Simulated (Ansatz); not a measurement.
## Field gradients at the nuclei of CdI₂

```
CELL_PARAMETERS angstrom
4.24400 0.00000 0.00000
-2.12200 3.67541 0.00000
0.00000 0.00000 6.85900
ATOMIC_POSITIONS crystal
Cd 0.00000 0.00000 0.00000
I 0.33333 0.66667 0.24920
I 0.66667 0.33333 0.75080
```

Atom numbers follow the list: Cd1, I2, I3.

The cell is COD entry 1539851, as deposited and not checked against the literature; nothing was relaxed. It differs from other determinations.

All numbers are computed: DFT, PBEsol, all-electron PAW with datasets made for the crystal, scalar-relativistic (Ansatz 0.2.0); DFT, PBEsol, PAW with Ansatz's default frozen-core files, scalar-relativistic (Ansatz 0.2.0).

For the crystal-made all-electron datasets (AE datasets): a Γ-centred 8×8×5 k mesh, Fermi–Dirac smearing of 0.03 eV, cutoff 240 eV (chosen by the program for this cell), no spin polarisation. PAW takes a cutoff of 420 eV at this cell (files made with PBE, cores remade for this functional). The Ansatz runs share mesh, smearing and spin set-up.

No spin–orbit coupling: at heavy atoms the gradients can be off by tens of per cent for that reason.

Vzz is the principal value of largest size of the traceless field-gradient tensor, in 10²¹ V/m², and η = (Vxx − Vyy)/Vzz with |Vzz| ≥ |Vyy| ≥ |Vxx|.

```
site  site symmetry  Vzz (η), AE datasets      Vzz (η), PAW
 Cd1           -3m.       0.10 (η = 0.00)   0.10 (η = 0.00)
  I2            3m.      -5.75 (η = 0.00)  -5.72 (η = 0.00)
```

Task: Taking Q(I-127) = -0.696 b, what quadrupole coupling constant follows at I2 from AE datasets?

Result: Cq = eQVzz/h = 24.180 MHz × -0.696 × (-5.75) = 96.8 MHz.
